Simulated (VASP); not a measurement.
Wanted: the native input for a VASP 6.6.1 run.

| Item | Value |
| --- | --- |
| Task | density of states |
| Functional | PBE0 |
| Potentials or basis | VASP PAW PBE potentials, release 54 (Ba_sv) |
| Cutoff | 520 eV |
| k mesh | 4 × 4 × 4 |
| Occupations | tetrahedron |
| Spin | spin-orbit coupling, no magnetisation |
| Grid for exact exchange (PRECFOCK) | Fast |
| Exchange at q = 0 | truncated |
| Further INCAR settings | ALGO = Normal; EDIFF = 1e-07 |

The system is Ba.

```
Ba
1.0
     0.02656    3.26918    3.17571
     3.22765    0.06682    3.13545
     3.32653    3.32780   -0.03206
Ba
1
Direct
  0.99829 0.99656 0.00296
```

The cell isn't the ideal one: cell strained at random at fixed volume.

These files were run (other wordings do the same):

POSCAR

```
Ba
1.0
    0.0265650000      3.2691820000      3.1757060000
    3.2276540000      0.0668210000      3.1354500000
    3.3265310000      3.3278030000     -0.0320560000
Ba
1
Cartesian
   -0.0013251121      0.0040133588     -0.0163174016
```

INCAR.step1

```
SYSTEM = Ba
PREC     = Accurate       ! precision mode
ENCUT    = 520            ! plane-wave cutoff, eV
EDIFF    = 1E-5           ! SCF threshold, eV
ISMEAR   = 0              ! smearing method
SIGMA    = 0.05           ! smearing width, eV
LREAL    = .False.        ! projectors in reciprocal space
LASPH    = .True.         ! aspherical terms in the spheres
NELM     = 60             ! most SCF steps
ALGO     = Normal         ! electronic algorithm
ISIF     = 2              ! what is computed and relaxed
LWAVE    = .True.         ! write WAVECAR
LCHARG   = .False.        ! write CHGCAR
LNONCOLLINEAR= .True.         ! non-collinear magnetism
MAGMOM   = 0 0 0          ! initial moments
LSORBIT  = .True.         ! spin-orbit coupling
GGA_COMPAT= .False.      
GGA      = PE             ! functional
```

INCAR.step2

```
SYSTEM = Ba
PREC     = Accurate       ! precision mode
ENCUT    = 520            ! plane-wave cutoff, eV
EDIFF    = 1E-7           ! SCF threshold, eV
ISMEAR   = -5             ! smearing method
SIGMA    = 0.05           ! smearing width, eV
LREAL    = .False.        ! projectors in reciprocal space
LASPH    = .True.         ! aspherical terms in the spheres
NELM     = 60             ! most SCF steps
ALGO     = Normal         ! electronic algorithm
ISIF     = 2              ! what is computed and relaxed
LWAVE    = .False.        ! write WAVECAR
LCHARG   = .False.        ! write CHGCAR
LNONCOLLINEAR= .True.         ! non-collinear magnetism
MAGMOM   = 0 0 0          ! initial moments
LORBIT   = 11             ! projections on sites
LSORBIT  = .True.         ! spin-orbit coupling
GGA_COMPAT= .False.      
GGA      = PE             ! functional
LHFCALC  = .True.         ! exact exchange
AEXX     = 0.25           ! exact-exchange fraction
PRECFOCK = Fast         
HFRCUT   = -1           
ISTART   = 1            
NEDOS    = 2001           ! points of the DOS
```

KPOINTS

```
regular mesh
0
Gamma
  4 4 4
  0 0 0
```

Potentials or basis: VASP PAW PBE potentials, release 54 (Ba_sv).

Launch:

```sh
$ cat potpaw_PBE.54/Ba_sv/POTCAR > POTCAR
$ cp INCAR.step1 INCAR
$ mpirun -np 1 vasp_ncl > vasp.out
$ cp INCAR.step2 INCAR
$ mpirun -np 1 vasp_ncl > vasp.out
```

Results of the run:

```
Pressure                                              : 0.1 GPa
Valence electrons inside the program's atomic spheres : Ba 7.83
```

Caveat: the k mesh is coarse (spacing up to 0.43 Å⁻¹), so the values aren't converged, least of all with exact exchange; the PAW data sets were made with another functional, which shifts forces and pressure a little.

Wall time 25 min on 1 thread of AMD EPYC 9R45 96-Core Processor (Zen 5), with other jobs on the host, peak memory 0.39 GiB.
